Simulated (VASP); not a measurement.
The system is Ta2Si.

```
Ta Si
1.0
     6.49000    0.00000    0.00000
    -3.24500    5.62050    0.00000
     0.00000    0.00000    3.82000
Ta Si
6 3
Direct
  0.25705 0.00000 0.00000
  0.74295 0.74295 0.00000
  0.00000 0.25705 0.00000
  0.59405 0.00000 0.50000
  0.00000 0.59405 0.50000
  0.40595 0.40595 0.50000
  0.66667 0.33333 0.00000
  0.33333 0.66667 0.00000
  0.00000 0.00000 0.50000
```

The cell was built by a generator and needn't be a form met in nature.

| Quantity | Value |
| --- | --- |
| Program | VASP 6.6.1 |
| Task | relaxation of cell and atoms |
| Functional | PBE |
| Potentials or basis | VASP PAW PBE potentials, release 64 (Ta_pv, Si) |
| Cutoff | 520 eV |
| k mesh | 3 × 3 × 5 |
| Occupations | gaussian, width 0.15 eV |
| Spin | no spin polarisation |

At the start: pressure 18.8 GPa; volume 15.48 Å³/atom.

Where does the relaxation end?

Over 16 steps the energy falls by 221.5 meV/atom and the volume is 16.44 Å³/atom (+6.2 %); space group P-62m (No. 189, to 0.05 Å).

Step by step:
| step | energy change (eV) | largest force (eV/Å) | pressure (GPa) | volume (Å³) |
| --- | --- | --- | --- | --- |
| 1 | 0.0000 | 1.4935 | 18.79 | 139.34 |
| 2 | 1.1279 | 1.0483 | -25.35 | 178.42 |
| 3 | -1.1990 | 0.2948 | -5.78 | 154.31 |
| 4 | -1.2034 | 0.3185 | -4.84 | 153.50 |
| 5 | -1.7449 | 1.1549 | 0.29 | 148.60 |
| 6 | -1.7666 | 1.3445 | 1.60 | 147.58 |
| 7 | -1.9412 | 0.3614 | -1.25 | 149.06 |
| 8 | -1.9501 | 0.3639 | -1.84 | 149.42 |
| 9 | -1.9547 | 0.3176 | 3.02 | 145.88 |
| 10 | -1.9688 | 0.3753 | 0.72 | 147.48 |
| 11 | -1.9858 | 0.1573 | 0.52 | 147.57 |
| 12 | -1.9894 | 0.1123 | 0.42 | 147.62 |
| 13 | -1.9899 | 0.1188 | 0.44 | 147.64 |
| 14 | -1.9905 | 0.0385 | -0.96 | 148.60 |
| 15 | -1.9915 | 0.0877 | -0.52 | 148.14 |
| 16 | -1.9931 | 0.0357 | -0.05 | 147.94 |

Final structure:
```
Ta Si
1.0
     7.08082    0.00000    0.00000
    -3.54041    6.13217    0.00000
     0.00000    0.00000    3.40705
Ta Si
6 3
Direct
  0.26175 0.00000 0.00000
  0.73825 0.73825 0.00000
  0.00000 0.26175 0.00000
  0.59555 0.00000 0.50000
  0.00000 0.59555 0.50000
  0.40445 0.40445 0.50000
  0.66667 0.33333 0.00000
  0.33333 0.66667 0.00000
  0.00000 0.00000 0.50000
```

Caveat: the k mesh is coarse (spacing up to 0.37 Å⁻¹), so the values aren't converged.
